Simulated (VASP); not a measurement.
A run of VASP 6.6.1 is set up as follows.

Contents of INCAR:

```
SYSTEM = NaH
PREC = Accurate
ENCUT = 520
EDIFF = 1E-6
ISMEAR = 0
SIGMA = 0.02
LREAL = .FALSE.
LASPH = .TRUE.
NELM = 100
ALGO = Fast
ISIF = 2
LWAVE = .FALSE.
LCHARG = .TRUE.
GGA = PE
LELF = .TRUE.
LVHAR = .TRUE.
NBANDS = 11
```

Contents of KPOINTS:

```
Automatic mesh
0
G
  9 9 6
  0 0 0
```

The input POSCAR:

```
NaH
1.0
    3.7288290819      0.0000000000      0.0000000000
   -1.8644145409      3.2292607113      0.0000000000
    0.0000000000      0.0000000000      5.1878862133
Na H
1 1
Direct
    0.3333333333      0.6666666667      0.5000000000
    0.0000000000      0.0000000000      0.5000000000
```

Potentials or basis: VASP PAW PBE potentials, release 64 (Na_pv, H).

The run is started by

```console
$ cat potpaw_PBE.64/Na_pv/POTCAR potpaw_PBE.64/H/POTCAR > POTCAR
$ mpirun -np 1 vasp_std > vasp.out
```

**Question.** Predict the pressure.

**Answer.** 0.0 GPa.

**Question.** Predict the band gap on the k mesh.

**Answer.** 2.76 eV, indirect (least direct gap 4.43 eV).

Caveat: an odd mesh through Γ misses points on the zone boundary, where band edges often lie.
